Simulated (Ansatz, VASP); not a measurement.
# AgCl in VASP and in Ansatz

The input INCAR:

```
SYSTEM = AgCl
PREC = Accurate
ENCUT = 520
EDIFF = 1E-6
ISMEAR = 0
SIGMA = 0.05
LREAL = .FALSE.
LASPH = .TRUE.
NELM = 100
ALGO = Normal
ISIF = 2
LWAVE = .FALSE.
LCHARG = .FALSE.
GGA = PE
NBANDS = 16
```

Contents of KPOINTS:

```
Automatic mesh
0
G
  8 8 8
  0 0 0
```

POSCAR

```
AgCl
1.0
    0.0000000000      2.8060228508      3.0305046789
    2.8060228508      0.0000000000      3.0305046789
    2.8060228508      2.8060228508      0.0000000000
Ag Cl
1 1
Direct
    0.5000000000      0.5000000000      0.5000000000
    0.0000000000      0.0000000000      0.0000000000
```

Input for Ansatz:

```yaml
crystal:
  lattice:
    - [0.0, 2.8060228508, 3.0305046789]
    - [2.8060228508, 0.0, 3.0305046789]
    - [2.8060228508, 2.8060228508, 0.0]
  atoms:
    - { symbol: Ag, position: [0.5, 0.5, 0.5] }
    - { symbol: Cl, position: [0.0, 0.0, 0.0] }
basis:
  ecutwfc: 420
kpoints:
  mp_grid: { grid: [8, 8, 8] }
hamiltonian:
  xc: pbe
scf:
  occupations: { method: gaussian, width: 0.05 }
output:
  forces: true
  stress: true
  eigenvalues: true
```

Change from the starting cell: strain +0.000 along x and y, +0.080 along z, atoms carried along.

Alike in both runs: task single point; functional PBE; k mesh 8 × 8 × 8; occupations gaussian, width 0.05 eV; no spin polarisation.

|  | VASP | Ansatz |
| --- | --- | --- |
| version | VASP 6.6.1 | Ansatz 0.2.0 |
| potentials or method | VASP PAW PBE potentials, release 64 (Ag, Cl) | scalar-relativistic, plane waves, PAW |
| plane-wave cutoff (eV) | 520 | 420 |
| valence electrons in the cell | 18 | 26 |

VASP gave:

- gap on the k mesh at the Fermi level (eV): 0.77
- least direct gap on the mesh (eV): 2.76
- pressure (GPa): -2.4

Question: Which values does Ansatz return?

Answer: gap on the k mesh at the Fermi level (eV): 0.78; least direct gap on the mesh (eV): 2.76; pressure (GPa): -2.3.

With one functional, cell and mesh, what is left measures potentials, basis and numerics. The two sets of potentials don't hold the same shells in valence.

A k mesh can miss the band edges.
